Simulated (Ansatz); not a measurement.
# The In2Se2 bilayer (AB) between two gates

Wanted: Fermi level and gate voltage of the In2Se2 bilayer (AB) as it is charged.

Program: Ansatz 0.2.0. Level of theory: plane-wave DFT, PBE-D3(BJ), Ansatz PAW. Results are calculated unless marked as measured.

### Step 1. The structure

The cell holds 8 atoms: 4 Se and 4 In. Cell: a = 4.134 Å, b = 4.134 Å, c = 57.786 Å, α = 90.0°, β = 90.0°, γ = 120.0°. Regions: layer 1: In2Se2, 4 atoms (2 Se and 2 In); layer 2: In2Se2, 4 atoms (2 Se and 2 In). Vacuum lies along c.

### Step 2. Relaxing the slab

The starting cell is a guess, so the in-plane lattice and the atoms are relaxed first, with the slab cut off from its images along the normal.

File input.yaml:

```yaml
crystal:
  lattice:
    - [4.134, 0.0, 0.0]
    - [-2.067, 3.5801490192, 0.0]
    - [0.0, 0.0, 57.7858189278]
  atoms:
    - { symbol: Se, position: [0.3333333333, 0.6666666667, 0.3841773018] }
    - { symbol: In, position: [0.0, 0.0, 0.4041035528] }
    - { symbol: In, position: [0.0, 0.0, 0.453250559] }
    - { symbol: Se, position: [0.3333333333, 0.6666666667, 0.47317681] }
    - { symbol: Se, position: [0.6666666667, 0.3333333333, 0.52682319] }
    - { symbol: In, position: [0.3333333333, 0.6666666667, 0.546749441] }
    - { symbol: In, position: [0.3333333333, 0.6666666667, 0.5958964472] }
    - { symbol: Se, position: [0.6666666667, 0.3333333333, 0.6158226982] }
  periodic: [true, true, false]
kpoints:
  mp_grid: { grid: [12, 12, 1] }
hamiltonian:
  xc: pbe
  dispersion: d3bj
scf:
  occupations: { method: fermi_dirac, width: 0.05 }
  convergence: { dr2_threshold: 1.0e-09 }
relax:
  f_tol: 0.004
  max_steps: 90
  cell: {}
output:
  write_potential: true
  write_density: true
  volumetric_format: npy
```

Run with:

```console
> ansatz run input.yaml --threads 4 --pin off --max-ram 12288MiB --backend cpu --events-out ev --progress --plain --runs-dir out
```

Numbers of over 12 decimals in the logs are rounded to 6 here.

Log:

```text
Warning: relax.cell: scf.convergence.dr2_threshold = 1e-9 eV is looser than the 1.46279956143e-10 eV advised for a relaxation that steers and ends on the stress (1e-10 eV for each atom of the cell: 8, times the square of relax.cell.stress_2d_tol = 0.05 N/m over 23.4 Å (the atoms' height at the walk's start and 5 Å past either face), 2.138e-2 GPa, over a crystal's default 0.05). What an SCF threshold leaves in a stress goes as its square root, and in the free energy as the threshold itself, and one threshold admits the most on a small cell: [figures from the program's tests cut] Set scf.convergence.dr2_threshold to 1.46279956143e-10 eV or tighter. [rest of the remark cut]
Engine: ansatz 0.2.0, aarch64-unknown-linux-gnu
Pseudopotentials: kind: paw
Pseudopotential: Se, paw, valence charge 16, recommended cutoff 420 eV (normal), Se.paw.azcp
Pseudopotential: In, paw, valence charge 13, recommended cutoff 420 eV (normal), In.paw.azcp
Functional definition: PBE
  parameter kappa = 0.804
  parameter beta = 0.066725
  exchange = pbe_x(kappa = kappa, mu = beta*pi^2/3)
  correlation = pbe_c(beta = beta)
Crystal: 8 atoms, lattice volume = 855.250 Å³
Basis set: ecut = 420 eV, 16537 PW (Γ), exchange–correlation on 60×60×800 points (8 copies of the dense FFT grid, shifted against one another)
Bands: 70, of which v1, the nominal top of the filled ones, is band 58 counted from 1 (57 counted from 0)
Symmetry: 6 space group operations
Space group: P3m1 (ITA 156), of the structure as read, at distance tolerance 9.5e-5 Å
k-points: 19 of 144 (time reversal used)
Non-local potential: Se, projectors of the file, l = 0: 2, l = 1: 2, l = 2: 3, l = 3: 1
Non-local potential: In, projectors of the file, l = 0: 2, l = 1: 2, l = 2: 2, l = 3: 2
PAW form: soft (Blöchl's): semilocal exchange-correlation on the pseudo side does not see the compensation charge
PAW one-centre angular grid: Se, 590 points (default); XC on 64 Gauss nodes
PAW one-centre angular grid: In, 590 points (default); XC on 64 Gauss nodes
Initial density: superposition of atomic densities (neutral atoms: chi_scale 0, normalization atom), corrected by the library's trained network
Initial wavefunctions: pseudopotential atomic-orbital guess
Functional: x = pbe(κ = 0.804, μ = 0.219515), c = pbe(β = 0.066725)
SCF iter   1: F=—  HF=-44273.737357 eV  |F-HF|=—  |Δ(HF+E_count)|=         —  Δρ=1.09e-3  dr2=3.42e-2  ethr=1.77e-3  ⟨swp⟩=10.9  Hψ=6778  notcnv=0  defer=23
preconditioner: auto → Resta (q_TF=auto, 1.956 Å⁻¹)  ε∞=1.6  [insulator: Δε(μ)=0.513 eV  Ē_g=13.853 eV  σ=0.050 eV  W_gap=0.98  n_scr=124 (ndim 8)  ℏωp=11.1 eV  f_vac=0.709  D(μ)=0.01/eV (n_scr^D=0)  ε∞_Penn≈1.6  vacuum switching on, ρ_ref=1.4e-2 e/Å³]
SCF iter   2: F=—  HF=-44273.741099 eV  |F-HF|=—  |Δ(HF+E_count)|=   3.74e-3  Δρ=7.62e-4  dr2=6.49e-2  ethr=2.94e-5  ⟨swp⟩=3.2  Hψ=2661  notcnv=0  defer=122
SCF iter   3: F=—  HF=-44273.735602 eV  |F-HF|=—  |Δ(HF+E_count)|=   5.50e-3  Δρ=4.20e-4  dr2=1.48e-2  ethr=2.94e-5  ⟨swp⟩=2.1  Hψ=1488  notcnv=0  defer=122
SCF iter   4: F=—  HF=-44273.734439 eV  |F-HF|=—  |Δ(HF+E_count)|=   1.16e-3  Δρ=1.88e-4  dr2=5.11e-4  ethr=1.28e-5  ⟨swp⟩=2.8  Hψ=1410  notcnv=0  defer=122
SCF iter   5: F=—  HF=-44273.734900 eV  |F-HF|=—  |Δ(HF+E_count)|=   4.61e-4  Δρ=1.25e-4  dr2=1.91e-3  ethr=4.40e-7  ⟨swp⟩=3.1  Hψ=2249  notcnv=0  defer=122
SCF iter   6: F=—  HF=-44273.734780 eV  |F-HF|=—  |Δ(HF+E_count)|=   1.20e-4  Δρ=5.30e-5  dr2=3.46e-5  ethr=4.40e-7  ⟨swp⟩=2.2  Hψ=1397  notcnv=0  defer=122
SCF iter   7: F=—  HF=-44273.734807 eV  |F-HF|=—  |Δ(HF+E_count)|=   2.70e-5  Δρ=1.98e-5  dr2=4.80e-6  ethr=2.98e-8  ⟨swp⟩=2.9  Hψ=2500  notcnv=0  defer=122
SCF iter   8: F=—  HF=-44273.734767 eV  |F-HF|=—  |Δ(HF+E_count)|=   4.00e-5  Δρ=8.51e-6  dr2=9.90e-7  ethr=4.13e-9  ⟨swp⟩=2.5  Hψ=2091  notcnv=0  defer=122
SCF iter   9: F=—  HF=-44273.734767 eV  |F-HF|=—  |Δ(HF+E_count)|=   3.00e-7  Δρ=1.76e-6  dr2=4.29e-8  ethr=8.53e-10  ⟨swp⟩=3.6  Hψ=2794  notcnv=0  defer=122
SCF iter  10: F=—  HF=-44273.734767 eV  |F-HF|=—  |Δ(HF+E_count)|=   2.01e-8  Δρ=4.39e-7  dr2=2.72e-9  ethr=3.69e-11  ⟨swp⟩=2.9  Hψ=2590  notcnv=0  defer=122
SCF iter  11: F=—  HF=-44273.734767 eV  |F-HF|=—  |Δ(HF+E_count)|=   7.06e-9  Δρ=2.19e-7  dr2=1.52e-9  ethr=1.00e-12  ⟨swp⟩=10.7  Hψ=9021  notcnv=0
SCF iter  12: F=-44273.734767 eV  HF=-44273.734767 eV  |F-HF|=5.09e-11  |Δ(HF+E_count)|=   2.55e-9  Δρ=9.67e-8  dr2=2.17e-10  ethr=1.00e-12  ⟨swp⟩=9.2  Hψ=7525  notcnv=0
SCF 1 converged in 12 iterations: F = -44273.734767 eV  dr2 = 2.17e-10
  greatest PAW one-centre occupation: 1.000 electrons in one spin orbital (limit 2), on the Se atom at site 3 (counted from 0), in its partial waves of l = 2
relax step   1: F+E_penalty+E_count = -44273.73476715 eV  Δ(F+E_penalty+E_count) = +0.000e0 eV  max|allowed force component| = 6.279e-1 eV/Å  Δτ_max = 0.0000 Å  P = -0.469 N/m  Ω = 855.250 Å³  fix = [c, alpha, beta]  reactions: c +0.000 N/m  (12 SCF iters, accepted)
Crystal: 8 atoms, lattice volume = 822.888 Å³
Basis set: ecut = 420 eV, 16081 PW (Γ), exchange–correlation on 60×60×800 points (8 copies of the dense FFT grid, shifted against one another)
Initial density: handed on by an earlier stage of this run
Initial wavefunctions: those handed on with the density
iter 1 solved again at ethr=1.86e-4 eV; its pass at ethr=3.10e-3 eV (dr2=2.16e-1 eV) is discarded
SCF iter   1: F=—  HF=-44273.705192 eV  |F-HF|=—  |Δ(HF+E_count)|=         —  Δρ=3.75e-3  dr2=2.16e-1  ethr=1.86e-4  ⟨swp⟩=4.4  Hψ=7556  notcnv=0  defer=1
preconditioner: auto → Resta (q_TF=auto, 1.968 Å⁻¹)  ε∞=1.7  [insulator: Δε(μ)=1.079 eV  Ē_g=13.704 eV  σ=0.050 eV  W_gap=1.00  n_scr=126 (ndim 8)  ℏωp=11.3 eV  f_vac=0.705  D(μ)=0.00/eV (n_scr^D=0)  ε∞_Penn≈1.7  vacuum switching on, ρ_ref=1.4e-2 e/Å³]
SCF iter   2: F=—  HF=-44273.663279 eV  |F-HF|=—  |Δ(HF+E_count)|=   4.19e-2  Δρ=2.25e-3  dr2=8.26e-2  ethr=1.86e-4  ⟨swp⟩=4.8  Hψ=2259  notcnv=0  defer=5
SCF iter   3: F=—  HF=-44273.652427 eV  |F-HF|=—  |Δ(HF+E_count)|=   1.09e-2  Δρ=1.12e-3  dr2=3.32e-2  ethr=7.12e-5  ⟨swp⟩=3.7  Hψ=2206  notcnv=0  defer=70
SCF iter   4: F=—  HF=-44273.654189 eV  |F-HF|=—  |Δ(HF+E_count)|=   1.76e-3  Δρ=8.18e-4  dr2=6.04e-2  ethr=2.86e-5  ⟨swp⟩=3.0  Hψ=1838  notcnv=0  defer=95
SCF iter   5: F=—  HF=-44273.648516 eV  |F-HF|=—  |Δ(HF+E_count)|=   5.67e-3  Δρ=2.91e-4  dr2=2.08e-3  ethr=2.86e-5  ⟨swp⟩=2.4  Hψ=1527  notcnv=0  defer=97
SCF iter   6: F=—  HF=-44273.649157 eV  |F-HF|=—  |Δ(HF+E_count)|=   6.41e-4  Δρ=2.15e-4  dr2=4.77e-3  ethr=1.79e-6  ⟨swp⟩=2.5  Hψ=2264  notcnv=0  defer=95
[...]
SCF iter  11: F=—  HF=-44273.870326 eV  |F-HF|=—  |Δ(HF+E_count)|=   4.63e-9  Δρ=6.66e-7  dr2=3.06e-9  ethr=1.11e-10  ⟨swp⟩=2.5  Hψ=1650  notcnv=0  defer=13
SCF iter  12: F=-44273.870326 eV  HF=-44273.870326 eV  |F-HF|=8.80e-10  |Δ(HF+E_count)|=   5.47e-9  Δρ=2.13e-7  dr2=4.49e-10  ethr=1.00e-12  ⟨swp⟩=10.8  Hψ=9077  notcnv=0
SCF 3 converged in 12 iterations: F = -44273.870326 eV  dr2 = 4.49e-10
relax step   3: F+E_penalty+E_count = -44273.87032648 eV  Δ(F+E_penalty+E_count) = -1.356e-1 eV  max|allowed force component| = 7.726e-2 eV/Å  Δτ_max = 0.0927 Å  P = -1.417 N/m  Ω = 834.527 Å³  energy of the carried Pulay correction = +1.077e-3 eV  fix = [c, alpha, beta]  reactions: c -0.000 N/m  (12 SCF iters, accepted)
[...]
relax step   4: F+E_penalty+E_count = -44273.88485976 eV  Δ(F+E_penalty+E_count) = -1.453e-2 eV  max|allowed force component| = 5.305e-2 eV/Å  Δτ_max = 0.1000 Å  P = -0.645 N/m  Ω = 821.654 Å³  energy of the carried Pulay correction = +1.768e-3 eV  fix = [c, alpha, beta]  reactions: c -0.000 N/m  (13 SCF iters, accepted)
[...]
relax step   5: F+E_penalty+E_count = -44273.89054845 eV  Δ(F+E_penalty+E_count) = -5.689e-3 eV  max|allowed force component| = 4.538e-3 eV/Å  Δτ_max = 0.0392 Å  P = -0.097 N/m  Ω = 814.027 Å³  energy of the carried Pulay correction = +2.186e-3 eV  fix = [c, alpha, beta]  reactions: c -0.000 N/m  (11 SCF iters, accepted)
[...]
relax step   6: F+E_penalty+E_count = -44273.89077176 eV  Δ(F+E_penalty+E_count) = -2.233e-4 eV  max|allowed force component| = 2.353e-3 eV/Å  Δτ_max = 0.0114 Å  P = -0.001 N/m  Ω = 813.220 Å³  energy of the carried Pulay correction = +2.231e-3 eV  fix = [c, alpha, beta]  reactions: c -0.000 N/m  (10 SCF iters, accepted)
Basis set: ecut = 420 eV, 15937 PW (Γ), exchange–correlation on 54×54×800 points (8 copies of the dense FFT grid, shifted against one another)
Initial wavefunctions: pseudopotential atomic-orbital guess (no wavefunctions were taken with the density)
iter 1 solved again at ethr=2.29e-7 eV; its pass at ethr=3.10e-3 eV (dr2=2.65e-4 eV) is discarded
SCF iter   1: F=—  HF=-44273.888596 eV  |F-HF|=—  |Δ(HF+E_count)|=         —  Δρ=3.89e-5  dr2=2.21e-6  ethr=2.29e-7  ⟨swp⟩=5.2  Hψ=11940  notcnv=0
SCF iter   2: F=—  HF=-44273.888612 eV  |F-HF|=—  |Δ(HF+E_count)|=   1.68e-5  Δρ=1.82e-5  dr2=4.95e-7  ethr=1.91e-9  ⟨swp⟩=3.0  Hψ=3079  notcnv=0
SCF iter   3: F=—  HF=-44273.888613 eV  |F-HF|=—  |Δ(HF+E_count)|=   5.67e-7  Δρ=4.51e-6  dr2=8.69e-8  ethr=4.26e-10  ⟨swp⟩=2.4  Hψ=2172  notcnv=0
SCF iter   4: F=—  HF=-44273.888613 eV  |F-HF|=—  |Δ(HF+E_count)|=   4.85e-8  Δρ=1.60e-6  dr2=1.40e-7  ethr=7.49e-11  ⟨swp⟩=3.4  Hψ=2894  notcnv=0
SCF iter   5: F=—  HF=-44273.888613 eV  |F-HF|=—  |Δ(HF+E_count)|=   1.64e-8  Δρ=5.14e-7  dr2=2.97e-8  ethr=7.49e-11  ⟨swp⟩=2.1  Hψ=1543  notcnv=0
SCF iter   6: F=-44273.888613 eV  HF=-44273.888613 eV  |F-HF|=1.22e-9  |Δ(HF+E_count)|=   1.64e-9  Δρ=2.87e-7  dr2=3.37e-10  ethr=1.00e-12  ⟨swp⟩=15.1  Hψ=10662  notcnv=0
SCF 7 converged in 6 iterations: F = -44273.888613 eV  dr2 = 3.37e-10
relax step   7: F+E_penalty+E_count = -44273.88861293 eV  Δ(F+E_penalty+E_count) = +2.159e-3 eV  max|allowed force component| = 2.549e-3 eV/Å  Δτ_max = 0.0000 Å  P = -0.005 N/m  Ω = 813.220 Å³  fix = [c, alpha, beta]  reactions: c -0.000 N/m  stress off target by 4.55e-3 N/m on what of the cell is left free  SCF on the basis re-selected at this cell (its energy is not comparable with the rows above)  (6 SCF iters)
basis re-selected at this cell: Δ(F+E_penalty+E_count) = +2.159e-3 eV, ΔP = -0.004 N/m vs the last step (what re-selecting the basis moved, of the pressure what is left beyond the Pulay correction that the steps carried, after the strain that the cell walked since its last selection, with what the two solves' SCF thresholds leave and, on support functions, any second-order correction that the steps lacked; it is no measure of the basis error at this ecutwfc). The dense FFT grid was sized anew with the basis: this SCF ran on 27×27×400 points, the steps before it on 30×30×400, so part of this shift can come from that change (see relax.cell in the input reference). [rest of the remark cut]
WARN: The output density's exchange-correlation potential varies sharply where the density is thin. Do not read a vacuum level from v_tot or v_xc, or from such a field of the output density. On a cell that repeats whose density bears no net charge and no dipole along the vacuum's axis use v_es (v_loc + v_h of the components); under efield.dipole_correction with no amplitude use v_es + v_field, which holds any externa [...]
SCF converged after 6 iterations
Free energy (F): -44273.888613 eV
Harris-Foulkes:  -44273.888613 eV  (|F-HF|=1.22e-9)
Internal energy: -44273.888611 eV  (E = F + TS)
E sigma→0 (E₀):  -44273.888612 eV
Entropy (-TS):   -0.000002 eV (-0.000 meV/atom)
Fermi energy:    -5.049912 eV
--- Per-component energies (eV) ---
  E_band       = -3272.308935
  E_kinetic    = 1444.141152
  E_local      = -793172.521769  (includes V_loc(G=0)·N_el)
  E_nonlocal   = -914.098990
  E_hartree    = 395248.470907
  E_xc         = -1276.806679
  E_vxc        = -788.106541  (∫ρ·V_xc dr)
  E_paw        = -24265.527474  (= ΣΔE_a)
  E_vpaw       = -338.660593  (= ΣTr[D̂ρ^β])
  E_aug_tail   = -0.002304  (compensation charges beyond the density's cutoff)
  E_ewald      = 378664.532274
  E_disp       = -2.075729  (pairwise vdW)
  E_smearing   = -0.000002  (= −TS)
  E_closure    = 0.000000  (closes the sum)
  Σ components = -44273.888613   (vs F -44273.888613, Δ=0.00e0)
--- Forces (eV/Å), atoms counted from 1 ---
  atom   1  Se    -0.00000000     0.00000000     0.00071912
  atom   2  In     0.00000000    -0.00000000     0.00254937
  atom   3  In     0.00000000    -0.00000000    -0.00200032
  atom   4  Se    -0.00000000     0.00000000     0.00014438
  atom   5  Se    -0.00000000     0.00000000    -0.00071692
  atom   6  In     0.00000000    -0.00000000     0.00243428
  atom   7  In     0.00000000    -0.00000000    -0.00244307
  atom   8  Se    -0.00000000     0.00000000    -0.00068675
  max |Σ_I F_I| component: 9.32e-8 eV/Å
--- 2D stress c σ (N/m, compression-positive) ---
       -0.004550      -0.000000       0.000000
       -0.000000      -0.004550       0.000000
        0.000000       0.000000      -0.000000
  P = ½ c Tr σ = -0.0045 N/m
--- Band table (eV; the first three rows and the last of 19) ---
  k-point 0: bands = [... 54 lower, -6.4080, -6.3570, -6.3570, -5.6995, -4.5922, -3.8833, -3.1648, -3.0916, ... 8 higher]
  k-point 1: bands = [... 54 lower, -6.4874, -6.4241, -6.2221, -5.6394, -4.1695, -3.6487, -2.7841, -2.7556, ... 8 higher]
  k-point 2: bands = [... 54 lower, -6.6901, -6.6027, -6.1511, -5.6860, -3.5620, -3.3189, -2.5187, -2.4367, ... 8 higher]
  k-point 18: bands = [... 54 lower, -7.3859, -7.2668, -7.0739, -6.9127, -3.4975, -3.4112, -2.9054, -2.8656, ... 8 higher]
  the weakly bound empty levels are not read free of the cell's end (no_gap_told)
--- Relaxed structure (6 steps of the walk, 5 accepted, 1 SCFs on fresh bases) ---
  F+E_penalty+E_count = -44273.88861293 eV   max|allowed force component| = 2.549e-3 eV/Å   (the final SCF, on the basis selected at the relaxed cell)
  cell:  # Å, volume = 813.2199 Å³
    - [4.031141, 0.0, 0]
    - [-2.015571, 3.491071, 0]
    - [0, 0, 57.7858189278]
  atoms:
    - { symbol: Se, position: [0.333333, 0.666667, 0.381388] }
    - { symbol: In, position: [-1.8503717076008884e-17, -3.238150488543893e-17, 0.403752] }
    - { symbol: In, position: [-1.8503717076008884e-17, -3.238150488543893e-17, 0.452117] }
    - { symbol: Se, position: [0.333333, 0.666667, 0.474390] }
    - { symbol: Se, position: [0.666667, 0.333333, 0.525589] }
    - { symbol: In, position: [0.333333, 0.666667, 0.547890] }
    - { symbol: In, position: [0.333333, 0.666667, 0.596255] }
    - { symbol: Se, position: [0.666667, 0.333333, 0.618619] }
```

Run time: 4.5 min. Hardware: 4 threads of Arm Neoverse V1, shared host; peak memory 2 GiB; 18 min of CPU time.

The steps of the relaxation:

```csv
step,energy less that of the first step (eV),largest force component (eV/Å),volume (Å³)
1,0.0000,0.6279,855.25
2,0.0861,1.3836,822.89
3,-0.1356,0.0773,834.53
4,-0.1501,0.0531,821.65
5,-0.1558,0.0045,814.03
6,-0.1560,0.0024,813.22
7*,-0.1538,0.0025,813.22
```

Relaxation steps marked * repeat the geometry before them on a plane-wave basis chosen anew for their cell, so energy and pressure can jump there. Relaxation step 2 was tried and not accepted.

The run keeps the 6 symmetry operations that it works with, so distortions that break them were not tested.

```csv
cell as run,before,after,change
a (Å),4.134,4.031,-2.5 %
b (Å),4.134,4.031,-2.5 %
```

The atoms that moved most (Å, along periodic axes as changes of fractional coordinates times the final cell, across vacuum about the mean position):

```csv
atom,dx,dy,dz,length
Se8,0.000,0.000,0.162,0.162
Se1,0.000,0.000,-0.161,0.161
Se5,0.000,0.000,-0.071,0.071
Se4,0.000,0.000,0.070,0.070
In6,0.000,0.000,0.066,0.066
In3,0.000,0.000,-0.066,0.066
In7,0.000,0.000,0.021,0.021
In2,0.000,0.000,-0.020,0.020
```

The lattice constant a goes from 4.134 to 4.031 Å.

(Part 1 of 4 ends here.)

[Logs are printed without paths, hosts, clocks, repeated set-up lines and the standing remarks that a program may print on its own settings, such as how far it seeks lower states.]

[Hosts, paths, dates, database ids (printed as entryN), source tags and the programs' standing remarks are cut or masked in the printed files.]

[Maps of the electrostatic potential energy from Ansatz leave out the sawtooth potential of an applied field or a dipole correction, so their vacuum need not be flat; planar profiles and work functions include it.]
